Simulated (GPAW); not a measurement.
# AlN (Fm-3m) in GPAW: settings compared

The runs below take AlN through single point, with PBE, LDA.

Everything below comes from runs of GPAW 26.7.0. Logs are shortened: lines on timing, memory, paths and dates and some standing lists are left out, and cuts for length are marked. The log counts tension as positive stress, the text compression.

## (1) The crystal as given

The structure is cubic, space group Fm-3m (No. 225). Conventional cell: a = 4.069 Å, b = 4.069 Å, c = 4.069 Å, α = 90.00°, β = 90.00°, γ = 90.00°. Al (site symmetry m-3m) has 6 N at 2.03 Å as nearest neighbours. Around N (site symmetry m-3m) lie 6 Al at 2.03 Å.

Measurements of this composition are mostly on another form, of space group No. 186.

## (2) Single point, PBE

File run.py:

```python
from ase import Atoms
from ase.dft.bandgap import bandgap
from ase.io import write
from ase.units import GPa
from gpaw import GPAW, PW

atoms = Atoms(['Al', 'N'],
              cell=[[0.0, 2.034518, 2.034518],
                    [2.034518, 0.0, 2.034518],
                    [2.034518, 2.034518, 0.0]],
              scaled_positions=[[0.5, 0.5, 0.5],
                                [0.0, 0.0, 0.0]],
              pbc=True)

calc = GPAW(mode=PW(600),
            xc='PBE',
            kpts={'size': (9, 9, 9), 'gamma': True},
            occupations={'name': 'fermi-dirac', 'width': 0.05},
            nbands=11,
            maxiter=120,
            txt='gpaw.txt')
atoms.calc = calc
energy = atoms.get_potential_energy()
forces = atoms.get_forces()
stress = atoms.get_stress()
calc.write('gs.gpw')
write('result.traj', atoms)
print(f'Energy: {energy:.6f} eV')
print('Forces (eV/A):')
print(forces.round(4))
print('Stress (GPa):', (stress / GPa).round(3))
print('Fermi level:', round(calc.get_fermi_level(), 4), 'eV')
print(f'Gap: {bandgap(calc)[0]:.4f} eV, direct: {bandgap(calc, direct=True)[0]:.4f} eV')
```

Potentials or basis: GPAW PAW data sets (gpaw-data 1.2.1), pw.

Launch:

```bash
$ OMP_NUM_THREADS=1 python run.py
```

gpaw.txt:

```text
__  _  _
 | _ |_)|_||  |
 |__||  | ||/\| - 26.7.0

Input parameters:
  mode=PW(ecut=600.0),
  kpts=MonkhorstPack(size=(9, 9, 9), gamma=True),
  maxiter=120,
  nbands=11,
  occupations=Occupations(name='fermi-dirac', width=0.05),
  xc=XC(name='PBE')

Diagonalizing LCAO Hamiltonian
Converting LCAO to pw mode

              Al

       N

Atoms  # Å, Bohr magnetons
|   | symbol |        x |        y |        z |    initial magnetic moments |
|---|--------|----------|----------|----------|-----------------------------|
| 0 |     Al | 2.034518 | 2.034518 | 2.034518 | ( 0.0000,  0.0000,  0.0000) |
| 1 |      N | 0.000000 | 0.000000 | 0.000000 | ( 0.0000,  0.0000,  0.0000) |

Unit cell  # Å
| periodic |        x |        y |        z |  lengths |    angles |
|----------|----------|----------|----------|----------|-----------|
|      yes | 0.000000 | 2.034518 | 2.034518 | 2.877243 | 60.000000 |
|      yes | 2.034518 | 0.000000 | 2.034518 | 2.877243 | 60.000000 |
|      yes | 2.034518 | 2.034518 | 0.000000 | 2.877243 | 60.000000 |

Number of symmetries: 48
Symmetry operations  # r_c * U_cc + t_c -> r_c
|    | kind |            matrix            |
|----|------|------------------------------|
|  0 |  σ   |  1, 0, 0,  1, 0,-1,  1,-1, 0 |
|  1 |  C2  |  1, 0, 0,  1,-1, 0,  1, 0,-1 |
|  2 |  E   |  1, 0, 0,  0, 1, 0,  0, 0, 1 |
|  3 |  σ   |  1, 0, 0,  0, 0, 1,  0, 1, 0 |
|  4 |  C4  |  1, 0,-1,  1, 0, 0,  1,-1, 0 |
|  5 |  S6  |  1, 0,-1,  1,-1, 0,  1, 0, 0 |
|  6 |  σ   |  1, 0,-1,  0, 1,-1,  0, 0,-1 |
|  7 |  C3  |  1, 0,-1,  0, 0,-1,  0, 1,-1 |
|  8 |  S6  |  1,-1, 0,  1, 0, 0,  1, 0,-1 |
|  9 |  C4  |  1,-1, 0,  1, 0,-1,  1, 0, 0 |
| 10 |  C3  |  1,-1, 0,  0,-1, 1,  0,-1, 0 |
| 11 |  σ   |  1,-1, 0,  0,-1, 0,  0,-1, 1 |
| 12 |  σ   |  0, 1, 0,  1, 0, 0,  0, 0, 1 |
| 13 |  C4  |  0, 1, 0,  0, 1,-1, -1, 1, 0 |
| 14 |  C3  |  0, 1, 0,  0, 0, 1,  1, 0, 0 |
| 15 |  S6  |  0, 1, 0, -1, 1, 0,  0, 1,-1 |
| 16 |  C2  |  0, 1,-1,  1, 0,-1,  0, 0,-1 |
| 17 |  σ   |  0, 1,-1,  0, 1, 0, -1, 1, 0 |
| 18 |  S4  |  0, 1,-1,  0, 0,-1,  1, 0,-1 |
| 19 |  C4  |  0, 1,-1, -1, 1, 0,  0, 1, 0 |
| 20 |  C3  |  0, 0, 1,  1, 0, 0,  0, 1, 0 |
| 21 |  σ   |  0, 0, 1,  0, 1, 0,  1, 0, 0 |
| 22 |  S6  |  0, 0, 1,  0,-1, 1, -1, 0, 1 |
| 23 |  C4  |  0, 0, 1, -1, 0, 1,  0,-1, 1 |
| 24 |  S4  |  0, 0,-1,  1, 0,-1,  0, 1,-1 |
| 25 |  C3  |  0, 0,-1,  0, 1,-1,  1, 0,-1 |
| 26 |  C2  |  0, 0,-1,  0,-1, 0, -1, 0, 0 |
| 27 |  S6  |  0, 0,-1, -1, 0, 0,  0,-1, 0 |
| 28 |  S4  |  0,-1, 1,  1,-1, 0,  0,-1, 0 |
| 29 |  C4  |  0,-1, 1,  0, 0, 1, -1, 0, 1 |
| 30 |  C2  |  0,-1, 1,  0,-1, 0,  1,-1, 0 |
| 31 |  σ   |  0,-1, 1, -1, 0, 1,  0, 0, 1 |
| 32 |  C3  |  0,-1, 0,  1,-1, 0,  0,-1, 1 |
| 33 |  S6  |  0,-1, 0,  0, 0,-1, -1, 0, 0 |
| 34 |  S4  |  0,-1, 0,  0,-1, 1,  1,-1, 0 |
| 35 |  C2  |  0,-1, 0, -1, 0, 0,  0, 0,-1 |
| 36 |  C2  | -1, 1, 0,  0, 1, 0,  0, 1,-1 |
| 37 |  S6  | -1, 1, 0,  0, 1,-1,  0, 1, 0 |
| 38 |  S4  | -1, 1, 0, -1, 0, 1, -1, 0, 0 |
| 39 |  C3  | -1, 1, 0, -1, 0, 0, -1, 0, 1 |
| 40 |  S6  | -1, 0, 1,  0, 0, 1,  0,-1, 1 |
| 41 |  C2  | -1, 0, 1,  0,-1, 1,  0, 0, 1 |
| 42 |  C3  | -1, 0, 1, -1, 1, 0, -1, 0, 0 |
| 43 |  S4  | -1, 0, 1, -1, 0, 0, -1, 1, 0 |
| 44 |  C2  | -1, 0, 0,  0, 0,-1,  0,-1, 0 |
| 45 |  i   | -1, 0, 0,  0,-1, 0,  0, 0,-1 |
| 46 |  σ   | -1, 0, 0, -1, 1, 0, -1, 0, 1 |
| 47 |  C2  | -1, 0, 0, -1, 0, 1, -1, 1, 0 |

BZ-sampling:
  Number of BZ points: 729
  Number of IBZ points: 35

  Monkhorst-Pack size: [9, 9, 9]
  Monkhorst-Pack shift: [0, 0, 0]

K-points  # in reciprocal-cell coordinates
|     |                                coordinates |     weight |
|-----|--------------------------------------------|------------|
|   0 | (  0.00000000,   0.00000000,   0.00000000) | 0.00137174 |
|   1 | (  0.11111111,   0.11111111,   0.00000000) | 0.00823045 |
|   2 | (  0.11111111,   0.11111111,   0.11111111) | 0.01097394 |
|   3 | (  0.22222222,   0.11111111,   0.11111111) | 0.01646091 |
|   4 | (  0.22222222,   0.22222222,   0.00000000) | 0.00823045 |
|   5 | (  0.22222222,   0.22222222,   0.11111111) | 0.03292181 |
|   6 | (  0.22222222,   0.22222222,   0.22222222) | 0.01097394 |
|   7 | (  0.33333333,   0.22222222,   0.11111111) | 0.03292181 |
|   8 | (  0.33333333,   0.22222222,   0.22222222) | 0.03292181 |
|   9 | (  0.33333333,   0.33333333,  -0.33333333) | 0.01646091 |
| ... |                                            |            |
|  34 | (  0.44444444,   0.44444444,   0.44444444) | 0.01097394 |

Plane wave coefficients: 571
Cutoff: 600.0 eV

Spin-components: 1 (collinear spins)
Bands:           11
Projectors:      10
Spin-degeneracy: 2
Datatype:        complex128

Parallelization:
  kpt:    1
  domain: 1
  band:   1

Density:
  Valence electrons: 8.0
  Components: 1
  Grid points: [18 18 18]
  Charge: 0.0  # |e|

Potential:
  Grid points: [18 18 18]

species:
  Al:
    name:    Aluminium
    Z:       13.0
    valence: 3
    core:    10
    charge:  0.0  # [|e|]
    compensation charges:
      type: gauss
      rc: 0.34  # [Å]
      lmax: 2
    cutoffs:
      filter: 1.91  # [Å]
      core: 2.36  # [Å]
    projectors
    | kind |    occ | energy [eV] | rcut [Å] |
    |------|--------|-------------|----------|
    |   3s |  2.000 |      -7.753 |    1.085 |
    |   3p |  1.000 |      -2.712 |    1.085 |
    |    s |        |      19.459 |    1.085 |
    |    p |        |      24.499 |    1.085 |
    |    d |        |       0.000 |    1.085 |

    Using partial waves for Al as LCAO basis

  N:
    name:    Nitrogen
    Z:       7.0
    valence: 5
    core:    2
    charge:  0.0  # [|e|]
    compensation charges:
      type: gauss
      rc: 0.18  # [Å]
      lmax: 2
    cutoffs:
      filter: 1.11  # [Å]
      core: 0.96  # [Å]
    projectors
    | kind |    occ | energy [eV] | rcut [Å] |
    |------|--------|-------------|----------|
    |   2s |  2.000 |     -18.583 |    0.603 |
    |   2p |  3.000 |      -7.089 |    0.529 |
    |    s |        |       8.629 |    0.603 |
    |    p |        |      20.123 |    0.529 |
    |    d |        |       0.000 |    0.577 |

    Using partial waves for N as LCAO basis

Reference energy: -8085.144769  # eV

eigensolver:
  PPCG
  Converge bands: occupied
  niter=2

density mixing:
  MSR1-Mixer
  Pratt-step length: 0.05
  Maximum mixing coefficient: 0.75
  Old densities: 10
  SVD Regularization: 0.005
  Good broyden scale: 1.0
  Trust region scale: 1.0
  Backstep threshold: 4.0
  History deletion threshold: 6.0
  Fourier metric: weight=20.0, sigma=0.015

occupation numbers:
  Fermi-Dirac:
    width: 0.0500  # eV

poisson solver:
  ecut: 4800.0  # eV

xc functional:
  name: PBE with 2 nearest neighbor stencil

convergence criteria:
- Maximum [total energy] change in last 3 cyles: 0.0005 eV / valence electron
- Maximum integral of absolute [dens]ity change: 0.0001 electrons / valence electron
- Maximum integral of absolute [eigenst]ate change: 4e-08 eV^2 / valence electron
maximum number of iterations: 120

SCF iterations
|iter     | |      energy | eigst |  dens |
|---------|-|-------------|-------|-------|
|iter:   1| |  -15.758180 | -0.11 |       |
|iter:   2| |  -15.409819 | -2.47 | -0.63 |
|iter:   3| |  -14.350987 | -1.14 | -0.68 |
|iter:   4| |  -14.363729 | -3.51 | -1.34 |
|iter:   5| |  -14.369384 | -3.78 | -1.65 |
|iter:   6| |  -14.369426 | -5.78 | -2.87 |
|iter:   7| |  -14.369433c| -6.59 | -3.26 |
|iter:   8| |  -14.369433c| -7.98c| -4.90c|

Converged in 8 steps
Energy contributions relative to reference atoms: (reference = -8085.144769)

Energy contributions:
  Kinetic:          11.630743
  Coulomb:          -8.185250
  Zero:             -0.020279
  External:          0.000000
  Xc:              -17.794648
  Entropy:          -0.000000
  Spinorbit:         0.000000
  ----------------------------
  Free energy:     -14.369433
  Extrapolated:    -14.369433

dipole moment: (-10.092984, -10.092984, -10.092984)  # |e|*Ang

Fermi level: 10.701
Eigenvalues  # (at kpt = [0.000, 0.000, 0.000])
| band index |      eig [eV] | occ [0-2] |
|------------|---------------|-----------|
|          0 |        -7.666 |     2.000 |
|          1 |         9.768 |     2.000 |
|          2 |         9.768 |     2.000 |
|          3 |         9.768 |     2.000 |
|          4 |        15.123 |     0.000 |
|          5 |        21.826 |     0.000 |
|          6 |        21.826 |     0.000 |
|          7 |        21.826 |     0.000 |
|          8 |        27.032 |     0.000 |
|          9 |        27.424 |     0.000 |
|         10 |        28.337 |     0.000 |

Gap: 4.599 eV
Transition (v -> c):
  (s=0, k=0, n=3, [0.00, 0.00, 0.00]) -> (s=0, k=30, n=4, [0.44, 0.44, 0.00])
Direct/indirect transitions are different
Direct gap: 5.355 eV
Transition at: (s=0, k=0, n=3, [0.00, 0.00, 0.00])

Forces  # eV/Ang
|       x |       y |        z |
|---------|---------|----------|
| 0.00000 | 0.00000 | -0.00000 |  # Al   0
| 0.00000 | 0.00000 |  0.00000 |  # N    1

Stress tensor  # eV/Ang^3
|         x |         y |         z |
|-----------|-----------|-----------|
|  0.039328 | -0.000000 | -0.000000 |
| -0.000000 |  0.039328 |  0.000000 |
| -0.000000 |  0.000000 |  0.039328 |

# Writing to gs.gpw (mode='')
```

Run time: 4.5 s. Hardware: 1 thread of Intel Xeon 6975P-C (Granite Rapids), shared host; peak memory 0.13 GiB.

Results:

```yaml
Free_energy: -14.3694 eV
Pressure: -6.3 GPa
Band_gap_on_the_k_mesh: 4.60 eV, indirect (least direct gap 5.35 eV)
```

Levels at points of the mesh, in eV from the valence-band top:
```csv
k point,band 2,band 3,band 4,band 5,band 6,band 7
"(0.00, 0.00, 0.00)",0.00,0.00,0.00,5.35,12.06,12.06
```

Caveat: the cutoff is short for stress and forces, so pressures can be off by a GPa or more; an odd mesh through Γ misses points on the zone boundary, where band edges often lie.

## (3) Single point, LDA

run.py: that of step 2 with these lines changed.

```diff
@@ -14,4 +14,4 @@
 
-calc = GPAW(mode=PW(600),
-            xc='PBE',
+calc = GPAW(mode=PW(650),
+            xc='LDA',
             kpts={'size': (9, 9, 9), 'gamma': True},
```

Potentials or basis: the program's PAW data sets (release 1.2.1) made for this functional, pw.

Launch:

```bash
$ OMP_NUM_THREADS=1 python run.py
```

It took 6.9 s on 1 thread of Arm Neoverse V1, shared host; peak memory 0.13 GiB.

It converged, with:

| Quantity | Value |
| --- | --- |
| Free energy | -16.1275 eV |
| Pressure | -14.7 GPa |
| Band gap on the k mesh | 4.44 eV, indirect (least direct gap 5.46 eV) |

Levels at points of the mesh, in eV from the valence-band top:
```csv
k point,band 1,band 2,band 3,band 4,band 5,band 6,band 7
"(0.00, 0.00, 0.00)",-17.28,0.00,0.00,0.00,5.46,11.95,11.95
```

Caveat: the cutoff is short for stress and forces, so pressures can be off by a GPa or more; an odd mesh through Γ misses points on the zone boundary, where band edges often lie. As with any semilocal functional, this LDA gap is likely too small.
